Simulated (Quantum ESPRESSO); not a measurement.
# CdS (Greenockite) under changes of volume

One of the cells (25.121 Å³/atom); the others are scaled copies at fixed shape and fractional positions:

```xyz
4
Lattice="4.1500 0.0000 0.0000 -2.0750 3.5940 0.0000 0.0000 0.0000 6.7370" Properties=species:S:1:pos:R:3 pbc="T T T"
Cd    2.0750    1.1980    3.3685
Cd    0.0000    2.3960    0.0000
S     2.0750    1.1980    5.8949
S     0.0000    2.3960    2.5264
```

| Item | Value |
| --- | --- |
| Program | Quantum ESPRESSO 7.5 |
| Functional | PBEsol |
| Potentials or basis | GBRV 1.5 PBEsol |
| Cutoff | 612 eV |
| Density cutoff | 4898 eV |
| k mesh | 7 × 7 × 4 |
| Occupations | fermi-dirac, width 0.05 eV |
| Spin | no spin polarisation |

| volume (Å³/atom) | energy over the lowest point (meV/atom) | pressure (GPa) | gap on the mesh (eV) |
| --- | --- | --- | --- |
| 23.614 | 12.32 | 3.5 | 1.16 |
| 24.116 | ? | ? | ? |
| 24.618 | 0.00 | 0.5 | 1.07 |
| 25.121 | 0.20 | -0.7 | 1.03 |
| 25.623 | 4.03 | -1.8 | 0.98 |
| 26.126 | 11.12 | -2.8 | 0.94 |
| 26.628 | 21.10 | -3.6 | 0.90 |

Problem. What does the run at 24.116 Å³/atom give?

Solution. Energy over the lowest point 3.88 meV/atom; pressure 1.9 GPa; gap on the mesh 1.11 eV.

Worked out: A Birch-Murnaghan fit of order 3 (a polynomial in V^(-2/3)) to the other rows has its minimum at 24.84 Å³/atom with B0 = V·E''(V) = 61 GPa and B' = 4.6 at fixed shape and positions, which overstates the stiffness. It gives 3.88 meV/atom at 24.116 Å³/atom, against the run's 3.88, and -dE/dV = 1.9 GPa, against 1.9. A straight line through the other rows of the gap, of slope -2.18 eV per unit of ln V (its deformation potential), gives 1.11 eV, against the run's 1.11.

Energies are extrapolated to zero smearing.

Spin-orbit coupling on Cd is left out.
